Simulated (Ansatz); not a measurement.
**Ionic part of the dielectric constant of ZnS, mode by mode**

The calculation used DFT PBE, scalar-relativistic, plane waves, PAW (Ansatz 0.2.0). Cutoff 420 eV, 6×6×6 k-points (Γ-centred), fixed occupations. No spin polarisation. Phonons by linear response, acoustic sum rule imposed.

Symmetry: F-43m, No. 216, cubic system. The conventional cell has a = 5.444 Å, b = 5.444 Å, c = 5.444 Å, α = 90.00°, β = 90.00°, γ = 90.00°. Zn (site symmetry -43m) has 4 S at 2.36 Å as nearest neighbours. S (site symmetry -43m) is surrounded by 4 Zn at 2.36 Å.

The cell is the ideal cubic zincblende prototype. The run warned that the force constants aren't converged on this k mesh, so the frequencies and all that is formed from them are rough.

The primitive cell has V = 40.34 Å³ and ε∞,yy = 5.948. Each polar mode adds Δε = (4.92064×10⁷/V)·S/ν² along y, with S its oscillator strength in e²/amu, ν in cm⁻¹ and V in Å³.

Task: From these modes, find each Δε and ε0,yy.
```
ν (cm⁻¹) S_yy (e²/amu)
   259.9         0.1904
```

Result:
```tsv
ν (cm⁻¹)	Δε
259.9	3.44
```

The sum is 3.438, so ε0,yy = 9.39; the run's tensor has 9.39.

Task: Where do the longitudinal modes lie for a wave vector along y?

Result: At 327 cm⁻¹. The Lyddane–Sachs–Teller product Π(ν_LO/ν_TO)² = 1.58 matches ε0/ε∞ = 1.58.

Cost: 1 run of about 1.1 core-minutes, on Intel Xeon Processor @ 2.50GHz (Skylake/Cascade Lake) (shared hosts).

The whole ionic response comes from the single threefold-degenerate polar mode, in which the Zn and S sublattices move against each other. Its contribution of about 3.44 is smaller than the electronic susceptibility, as expected for a tetrahedral semiconductor whose bonds are polar but largely covalent: charge transfer gives the mode its dipole, while the directional sp³ bonds limit the displacement. For a longitudinal wave the macroscopic field adds a restoring force, screened by the electrons, which lifts the mode to about 327 cm⁻¹.

Both dielectric constants lie above the measured values for zincblende ZnS. For ε∞ the likely cause is the too small PBE band gap, which makes the electrons too polarisable and also weakens the field behind the LO–TO splitting. The transverse mode is somewhat soft compared with experiment, and since Δε varies as the inverse square of the frequency, this probably raises the ionic part too. The Lyddane–Sachs–Teller agreement shows internal consistency, not accuracy, because both sides derive from the same force constants, effective charges and ε∞.
